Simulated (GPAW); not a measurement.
Ta in GPAW: convergence with plane-wave cutoff (eV)

The system is Ta.

```
Ta
1.0
     2.90037    0.00000    0.00000
    -1.45019    2.51180    0.00000
     0.00000    0.00000    5.16627
Ta
2
Direct
  0.33333 0.66667 0.25000
  0.66667 0.33333 0.75000
```

This isn't the form of Ta at room conditions, which is bcc.

| Item | Value |
| --- | --- |
| Program | GPAW 26.7.0 |
| Task | convergence study |
| Functional | LDA |
| Potentials or basis | the program's PAW data sets (release 1.2.1) made for this functional |
| Cutoff | 200 eV |
| Basis | pw |
| k mesh | 8 × 8 × 4 |
| Occupations | fermi-dirac, width 0.05 eV |
| Spin | no spin polarisation |

These are the settings of the first run; the series varies plane-wave cutoff (eV), with any setting tied to it.

Hardware: 1 thread of Arm Neoverse V1, with other jobs on the host.

```tsv
plane-wave cutoff (eV)	energy less the tightest run, at zero smearing (meV/atom)	pressure (GPa)	SCF cycles	CPU time (s)	peak memory (GiB)
200	422.88	-18.38	9	6.8	0.12
250	187.70	-16.79	10	8.4	0.13
300	71.80	-14.19	10	9.3	0.13
350	27.45	-12.79	9	11	0.14
400	11.75	-12.27	9	12	0.14
500	2.19	-11.93	10	16	0.15
600	0.37	-11.85	9	23	0.16
800	0.00	-11.82	10	30	0.19
1000	0.00	-11.82	9	44	0.23
```

Against the tightest run, the energy stays within 1 meV/atom from 600 on; the pressure stays within 0.1 GPa from 600 on. The tightest run that finished is the yardstick and may itself not be fully converged.

The run has no spin-orbit coupling, so splittings on Ta are missing.
